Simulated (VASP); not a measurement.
All values below come from PBE GGA, VASP's PBE PAW potentials (set 64) (plane waves; VASP).

VASP input:

**POSCAR**
```
Sb2Te3
1
    4.3384099685    -0.0000000000     0.0000000000
   -2.1692049843     3.7571730127    -0.0000000000
   -0.0000000000    -0.0000000000    31.6424204944
Sb Te
6 9
Direct
  0.3333330000   0.6666670000   0.0629910718
  0.3333330000   0.6666670000   0.2703429282
  1.0000000000   1.0000000000   0.3963240718
  0.0000000000   0.0000000000   0.6036759282
  0.6666670000   0.3333330000   0.7296570718
  0.6666670000   0.3333330000   0.9370089282
  0.0000000000   0.0000000000   1.0000000000
  0.0000000000   0.0000000000   0.2168725971
  0.6666670000   0.3333330000   0.1164604029
  0.6666670000   0.3333330000   0.3333330000
  0.6666670000   0.3333330000   0.5502055971
  0.3333330000   0.6666670000   0.4497944029
  0.3333330000   0.6666670000   0.6666670000
  0.3333330000   0.6666670000   0.8835395971
  1.0000000000   1.0000000000   0.7831274029
```

**INCAR**
```
SYSTEM = Sb2Te3
PREC = Accurate; ENCUT = 480; LREAL = Auto
LASPH = .TRUE.
EDIFF = 1E-6; NELM = 100; ALGO = Normal
LMAXMIX = 4
ISMEAR = 0; SIGMA = 0.05
GGA = PE
IBRION = 2; NSW = 60; ISIF = 3
EDIFFG = -0.02
LWAVE = .FALSE.; LCHARG = .FALSE.
```

File KPOINTS:
```
Automatic mesh
0
Gamma
5 5 1
0 0 0
```

POTCAR, in this order: Sb Te (PBE.64 set). Program: vasp_std.

The resulting files:

OUTCAR:
```
 ion  position               nearest neighbor table
   1  0.333  0.667  0.063-   9 3.02   9 3.02   9 3.02   7 3.20   7 3.20   7 3.20
   2  0.333  0.667  0.270-   8 3.02   8 3.02   8 3.02  10 3.20  10 3.20  10 3.20
   3  0.000  0.000  0.396-  12 3.02  12 3.02  12 3.02  10 3.20  10 3.20  10 3.20
   4  0.000  0.000  0.604-  11 3.02  11 3.02  11 3.02  13 3.20  13 3.20  13 3.20
   5  0.667  0.333  0.730-  15 3.02  15 3.02  15 3.02  13 3.20  13 3.20  13 3.20
   6  0.667  0.333  0.937-  14 3.02  14 3.02  14 3.02   7 3.20   7 3.20   7 3.20
   7  0.000  0.000  0.000-   1 3.20   6 3.20   1 3.20   6 3.20   6 3.20   1 3.20
   8  0.000  0.000  0.217-   2 3.02   2 3.02   2 3.02
   9  0.667  0.333  0.116-   1 3.02   1 3.02   1 3.02
  10  0.667  0.333  0.333-   2 3.20   2 3.20   2 3.20   3 3.20   3 3.20   3 3.20
  11  0.667  0.333  0.550-   4 3.02   4 3.02   4 3.02
  12  0.333  0.667  0.450-   3 3.02   3 3.02   3 3.02
  13  0.333  0.667  0.667-   5 3.20   5 3.20   5 3.20   4 3.20   4 3.20   4 3.20
  14  0.333  0.667  0.884-   6 3.02   6 3.02   6 3.02
  15  0.000  0.000  0.783-   5 3.02   5 3.02   5 3.02
  LATTYP: Found a hexagonal cell.
 ALAT       =     4.3384099685
 C/A-ratio  =     7.2935524130
 Subroutine PRICEL returns following result:
  LATTYP: Found a trigonal (rhomboedric) cell.
 ALAT       =    10.8407985813
 COS(alpha) =     0.9199228467
 Subroutine GETGRP returns: Found 12 space group operations
The static configuration has the point symmetry D_3d.
The dynamic configuration has the point symmetry D_3d.
 Subroutine INISYM returns: Found 12 space group operations
 Subroutine IBZKPT returns following result:
 Found      5 irreducible k-points:

 Following reciprocal coordinates:
            Coordinates               Weight
  0.000000  0.000000  0.000000      1.000000
  0.200000  0.000000  0.000000      6.000000
  0.400000  0.000000  0.000000      6.000000
  0.200000  0.200000  0.000000      6.000000
  0.400000  0.200000  0.000000      6.000000
   k-points           NKPTS =      5   k-points in BZ     NKDIM =      5   number of bands    NBANDS=     50
   number of dos      NEDOS =    301   number of ions     NIONS =     15
   total plane-waves  NPLWV = 245760
   dimension x,y,z NGX =    32 NGY =   32 NGZ =  240
   dimension x,y,z NGXF=    64 NGYF=   64 NGZF=  480
   ions per type =               6   9
   PREC   = accura    normal or accurate (medium, high low for compatibility)
   ISTART =      0    job   : 0-new  1-cont  2-samecut
   ICHARG =      2    charge: 1-file 2-atom 10-const
   ISPIN  =      1    spin polarized calculation?
   LNONCOLLINEAR =      F non collinear calculations
   LSORBIT =      F    spin-orbit coupling
   INIWAV =      1    electr: 0-lowe 1-rand  2-diag
   ENCUT  =  480.0 eV  35.28 Ry    5.94 a.u.   7.75  7.75 56.53*2*pi/ulx,y,z
   NELM   =    100;   NELMIN=  2; NELMDL= -5     # of ELM steps
   EDIFF  = 0.1E-05   stopping-criterion for ELM
   LREAL  =      T    real-space projection
   NLSPLINE    = F    spline interpolate recip. space projectors
   LMAXMIX     =    4 max onsite mixed and CHGCAR
   VOSKOWN=      0    Vosko Wilk Nusair interpolation
   EDIFFG = -.2E-01   stopping-criterion for IOM
   NSW    =     60    number of steps for IOM
   NBLOCK =      1;   KBLOCK =     60    inner block; outer block
   IBRION =      2    ionic relax: 0-MD 1-quasi-New 2-CG
   NFREE  =      1    steps in history (QN), initial steepest desc. (CG)
   ISIF   =      3    stress and relaxation
   ISYM   =      2    0-nonsym 1-usesym 2-fastsym
   TEIN   =    0.0    initial temperature
   TEBEG  =    0.0;   TEEND  =   0.0 temperature during run
   SMASS  =  -3.00    Nose mass-parameter (am)
   PSTRESS=    0.0 pullay stress
   NELECT =      84.0000    total number of electrons
   EFERMI =   0.00;   METHOD = LEGACY
   ISMEAR =     0;   SIGMA  =   0.05  broadening in eV -4-tet -1-fermi 0-gaus
   IALGO  =     38    algorithm
   LDIAG  =      T    sub-space diagonalisation (order eigenvalues)
   IMIX   =      4    mixing-type and parameters
     AMIX     =   0.40;   BMIX     =  1.00
...
```

File OSZICAR:
```
       N       E                     dE             d eps       ncg     rms          rms(c)
DAV:   1     0.440474299580E+03    0.44047E+03   -0.27938E+04   500   0.125E+03
DAV:   2    -0.102154225910E+02   -0.45069E+03   -0.44041E+03   632   0.197E+02
DAV:   3    -0.539046592855E+02   -0.43689E+02   -0.42623E+02   604   0.637E+01
DAV:   4    -0.555384404287E+02   -0.16338E+01   -0.16210E+01   664   0.128E+01
DAV:   5    -0.555962782500E+02   -0.57838E-01   -0.57726E-01   686   0.251E+00    0.138E+01
DAV:   6    -0.551206662268E+02    0.47561E+00   -0.15153E+00   584   0.326E+00    0.102E+01
DAV:   7    -0.551794326146E+02   -0.58766E-01   -0.12443E+00   646   0.312E+00    0.312E+00
DAV:   8    -0.551401877285E+02    0.39245E-01   -0.26520E-01   668   0.166E+00    0.137E+00
DAV:   9    -0.551380843145E+02    0.21034E-02   -0.32343E-02   618   0.474E-01    0.974E-01
DAV:  10    -0.551388102546E+02   -0.72594E-03   -0.33002E-03   628   0.205E-01    0.207E-01
DAV:  11    -0.551383495328E+02    0.46072E-03   -0.41027E-03   702   0.170E-01    0.114E-01
DAV:  12    -0.551384016197E+02   -0.52087E-04   -0.56523E-04   616   0.719E-02    0.880E-02
DAV:  13    -0.551384294029E+02   -0.27783E-04   -0.73823E-05   684   0.250E-02    0.420E-02
DAV:  14    -0.551384237431E+02    0.56598E-05   -0.46546E-05   676   0.232E-02    0.198E-02
DAV:  15    -0.551384231990E+02    0.54410E-06   -0.10332E-05   602   0.926E-03    0.998E-03
DAV:  16    -0.551384229831E+02    0.21587E-06   -0.57264E-07   364   0.273E-03
   1 F= -.55138423E+02 E0= -.55138419E+02  d E =-.551384E+02
       N       E                     dE             d eps       ncg     rms          rms(c)
DAV:   1    -0.551436978705E+02   -0.52747E-02   -0.94157E-02   502   0.101E+00    0.224E-01
DAV:   2    -0.551430557190E+02    0.64215E-03   -0.64197E-03   626   0.240E-01    0.130E-01
DAV:   3    -0.551428583645E+02    0.19735E-03   -0.57812E-04   602   0.721E-02    0.756E-02
DAV:   4    -0.551427509711E+02    0.10739E-03   -0.10326E-04   602   0.301E-02    0.412E-02
DAV:   5    -0.551427181484E+02    0.32823E-04   -0.65526E-05   560   0.233E-02    0.336E-02
DAV:   6    -0.551427176640E+02    0.48442E-06   -0.66345E-06   594   0.806E-03
   2 F= -.55142718E+02 E0= -.55142714E+02  d E =-.429468E-02
       N       E                     dE             d eps       ncg     rms          rms(c)
DAV:   1    -0.551448872371E+02   -0.21691E-02   -0.78307E-02   502   0.925E-01    0.207E-01
DAV:   2    -0.551443414670E+02    0.54577E-03   -0.53806E-03   624   0.220E-01    0.116E-01
DAV:   3    -0.551441698213E+02    0.17165E-03   -0.49143E-04   610   0.664E-02    0.697E-02
DAV:   4    -0.551440811509E+02    0.88670E-04   -0.85046E-05   602   0.274E-02    0.401E-02
DAV:   5    -0.551440538970E+02    0.27254E-04   -0.53049E-05   564   0.211E-02    0.327E-02
DAV:   6    -0.551440532672E+02    0.62986E-06   -0.56346E-06   578   0.753E-03
   3 F= -.55144053E+02 E0= -.55144050E+02  d E =-.563028E-02
```

**OUTCAR**
```
------------------------ aborting loop because EDIFF is reached ----------------------------------------
  FORCE on cell =-STRESS in cart. coord.  units (eV):
  Direction    XX          YY          ZZ          XY          YZ          ZX
  --------------------------------------------------------------------------------------
  Total       -0.1025392     -0.1025391      0.0423548      0.0000000      0.0000000     -0.0000000
  in kB       -0.3197970     -0.3197970      0.1320952      0.0000000      0.0000000     -0.0000000
  external PRESSURE =      -0.1691663 kB  Pullay stress =       0.0000000 kB
  volume of cell :      513.72
      direct lattice vectors                 reciprocal lattice vectors
     4.326917818  0.000000000  0.000000000     0.231111392  0.133432233 -0.000000000
    -2.163458909  3.747220520  0.000000000    -0.000000000  0.266864465 -0.000000000
    -0.000000000  0.000000000 31.683854002    -0.000000000 -0.000000000  0.031561817
 POSITION                                       TOTAL-FORCE (eV/Angst)
 -----------------------------------------------------------------------------------
     -0.00000      2.49815      1.98584        -0.000000      0.000000     -0.000567
     -0.00000      2.49815      8.57546         0.000000     -0.000000      0.000567
     -0.00000      0.00000     12.54712        -0.000000      0.000000     -0.000567
     -2.16346      3.74722     19.13674         0.000000     -0.000000      0.000567
      2.16346      1.24907     23.10839        -0.000000      0.000000     -0.000567
      2.16346      1.24907     29.69801         0.000000     -0.000000      0.000567
      0.00000      0.00000      0.00000        -0.000000     -0.000000     -0.000000
     -0.00000      0.00000      6.86634        -0.000000      0.000000      0.013389
      2.16346      1.24907      3.69494         0.000000     -0.000000     -0.013389
      2.16346      1.24907     10.56127        -0.000000     -0.000000     -0.000000
      2.16346      1.24907     17.42761        -0.000000      0.000000      0.013389
     -0.00000      2.49815     14.25624         0.000000     -0.000000     -0.013389
     -0.00000      2.49815     21.12258        -0.000000      0.000000     -0.000000
     -0.00000      2.49815     27.98892        -0.000000      0.000000      0.013389
     -0.00000      0.00000     24.81752         0.000000     -0.000000     -0.013389
 -----------------------------------------------------------------------------------
    total drift:                                0.000000      0.000000      0.000000
  FREE ENERGIE OF THE ION-ELECTRON SYSTEM (eV)
  ---------------------------------------------------
  free  energy   TOTEN  =       -55.1440532672 eV

  energy  without entropy=      -55.1440476167  energy(sigma->0) =      -55.14405044

 reached required accuracy - stopping structural energy minimisation
```
(Selected blocks of OUTCAR.)

File CONTCAR:
```
Sb2Te3
   1.00000000000000
     4.3269178181240635    0.0000000000001529    0.0000000000000000
    -2.1634589091117671    3.7472205203743263    0.0000000000000000
    -0.0000000000000000    0.0000000000000000   31.6838540020054786
  Sb              Te
     6     9
Direct
     0.3333330000000032    0.6666669999999968    0.0626767613033070
     0.3333330000000032    0.6666669999999968    0.2706572386966937
     0.0000000000000000    0.0000000000000000    0.3960097613033102
     0.0000000000000000    1.0000000000000000    0.6039902386966897
     0.6666669999999968    0.3333330000000032    0.7293427613033064
     0.6666669999999968    0.3333330000000032    0.9373232386966929
     0.0000000000000000    0.0000000000000000    0.0000000000000000
     0.0000000000000000    0.0000000000000000    0.2167140591289962
     0.6666669999999968    0.3333330000000032    0.1166189408710070
     0.6666669999999968    0.3333330000000032    0.3333330000000032
     0.6666669999999968    0.3333330000000032    0.5500470591289994
     0.3333330000000032    0.6666669999999968    0.4499529408710006
     0.3333330000000032    0.6666669999999968    0.6666669999999968
     0.3333330000000032    0.6666669999999968    0.8833810591289930
     0.0000000000000000    0.0000000000000000    0.7832859408710038
```

Without a dispersion term in the relaxation, distances and binding between the weakly bound layers, chains or molecules are unreliable, and so is what depends on them.

The compound is Sb2Te3 in the tetradymite structure. This run relaxes it. Symmetry was kept, so distortions that lower it aren't found. The start is the result of an earlier pass.
